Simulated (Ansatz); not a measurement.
Phase order of Ag (with spin–orbit coupling)

Structure types of Ag are relaxed in primitive cells with their symmetry kept at 0 GPa, first on PAW files, then by LAPW. The enthalpy is E + pV at zero temperature, without zero-point motion. Only the types listed were tried, and differences under about 5 meV/atom are mesh noise.

Computed with Ansatz 0.2.0; functional PBE, with spin–orbit coupling. Settings: Fermi–Dirac smearing of 0.05 eV, no spin polarisation. Methods: LAPW: all electrons, basis error target 0.5 meV/atom; PAW: frozen-core files, cutoff 420 eV.

k meshes: fcc 17×17×17, bcc 18×18×18, hcp 16×16×9.

Q: Which type is lowest in enthalpy, and by how much?

A: fcc, 0 meV/atom below hcp, which is within the noise of the k meshes. The whole table:

| start type | ends as | a, b, c (Å) | V (Å³/atom) | H − H(lowest), LAPW (meV/atom) | same, PAW |
| --- | --- | --- | --- | --- | --- |
| fcc | fcc, Fm-3m | 4.146, 4.146, 4.146 | 17.81 | 0.0 | 0.0 |
| bcc | bcc, Im-3m | 3.301, 3.301, 3.301 | 17.99 | 33.3 | 33.3 |
| hcp | hcp, P6_3/mmc | 2.933, 2.933, 4.790 | 17.85 | 0.2 | 0.2 |
